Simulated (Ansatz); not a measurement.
The system is CaO.

```xyz
2
Lattice="0.0000 2.4036 2.4036 2.4036 0.0000 2.4036 2.4036 2.4036 0.0000" Properties=species:S:1:pos:R:3 pbc="T T T"
Ca    0.0000    0.0000    0.0000
O     2.4036    2.4036    2.4036
```

The cell is a database's computed one.

Base run:

| Quantity | Value |
| --- | --- |
| Program | Ansatz 0.2.0 |
| Functional | revPBE |
| Potentials or basis | all-electron LAPW, scalar-relativistic |
| Cutoff | 246 eV (chosen from the basis error) |
| Basis error allowed | 0.001 eV/atom |
| k mesh | 10 × 10 × 10 |
| Occupations | fermi-dirac, width 0.05 eV |
| Spin | no spin polarisation |

Its results: band gap on the k mesh 3.73 eV, indirect (least direct gap 4.11 eV); pressure 4.4 GPa.

Problem. After a change of settings the same cell gave: band gap on the k mesh 3.48 eV, indirect (least direct gap 3.86 eV); pressure -7.0 GPa. Which change was it?
A. functional from revPBE to PBEsol
B. functional from revPBE to LDA
C. functional from revPBE to RPBE
D. functional from revPBE to BLYP

Solution. B.

LDA binds more tightly than revPBE, so the same cell stands under less pressure.

Runs at the PBE level aren't shown here.
